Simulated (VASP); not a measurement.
Here is a VASP 6.6.1 calculation.

File INCAR:

```
SYSTEM = PbSe
PREC = Accurate
ENCUT = 520
EDIFF = 1E-7
ISMEAR = -1
SIGMA = 0.05
LREAL = .FALSE.
LASPH = .TRUE.
NELM = 80
ALGO = Normal
ISIF = 2
LWAVE = .FALSE.
LCHARG = .FALSE.
GGA = PE
NBANDS = 17
```

KPOINTS

```
regular mesh
0
G
  8 8 8
  0 0 0
```

File POSCAR:

```
PbSe
1.0
    0.0000000000      3.0606500000      3.0606500000
    3.0606500000      0.0000000000      3.0606500000
    3.0606500000      3.0606500000      0.0000000000
Pb Se
1 1
Direct
    0.0000000000      0.0000000000      0.0000000000
    0.5000000000      0.5000000000      0.5000000000
```

Potentials or basis: VASP PAW PBE potentials, release 64 (Pb_d, Se).

Command:

```console
$ cat potpaw_PBE.64/Pb_d/POTCAR potpaw_PBE.64/Se/POTCAR > POTCAR
$ mpirun -np 1 vasp_std > vasp.out
```

**Question.** Predict the band gap on the k mesh.

**Answer.** 0.29 eV, direct.

**Question.** Estimate the pressure.

**Answer.** 2.4 GPa.

Caveat: spin-orbit coupling is left out, which moves the levels of the heavy elements.

**Experimental background.**

A printed reference work, monograph reports, for a bulk crystal of PbSe at 4.2 K: band gap 0.15 eV (direct).

A measured gap of PbSe is 0.15 eV (direct; 4.2 K; a printed reference work, monograph); the calculated 0.29 eV misses it by +0.14 eV. 2 values of this kind are on record (0.15 to 0.28 eV); this one was drawn at random. Spin-orbit coupling on Pb, Se is left out. The value is that of PBE on a finite k mesh, which can miss the band edges, without temperature or zero-point motion.
